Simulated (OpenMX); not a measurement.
The system is B.

```
B
1.0
     1.62456    0.00000    0.00000
     0.00000    2.86615    0.00000
     0.00000    0.00000    3.91440
B
2
Cartesian
  0.0000 1.4331 2.3849
  0.8123 0.0000 1.5295
```

The cell was built by a generator and needn't be a form met in nature.

Base run:

| Quantity | Value |
| --- | --- |
| Program | OpenMX 3.8.5 |
| Functional | PBE |
| Dispersion | D4 |
| Potentials or basis | OpenMX 2013 PBE set, B7.0-s2p2d1, grid cutoff 300 Ry |
| k mesh | 11 × 7 × 5 |
| Occupations | fermi-dirac, width 0.05 eV |
| Spin | no spin polarisation |

Its results: band gap on the k mesh none (metal or under the smearing width); pressure -3.0 GPa; largest force 0.111 eV/Å.

The run is repeated on the same cell with these changes: dispersion from D4 to none. What comes out?

Band gap on the k mesh none (metal or under the smearing width); pressure 0.0 GPa; largest force 0.096 eV/Å.

Dispersion adds attraction, which lowers the pressure at fixed volume and, as a term added to the energy, leaves the levels alone.

Caveats: the basis of atomic orbitals isn't converged, which shifts pressures, moduli and gaps; this functional lacks dispersion, which binds the layers, so the pressure and a relaxed spacing across them are unreliable (some runs).

Not every run made on this cell is shown here.
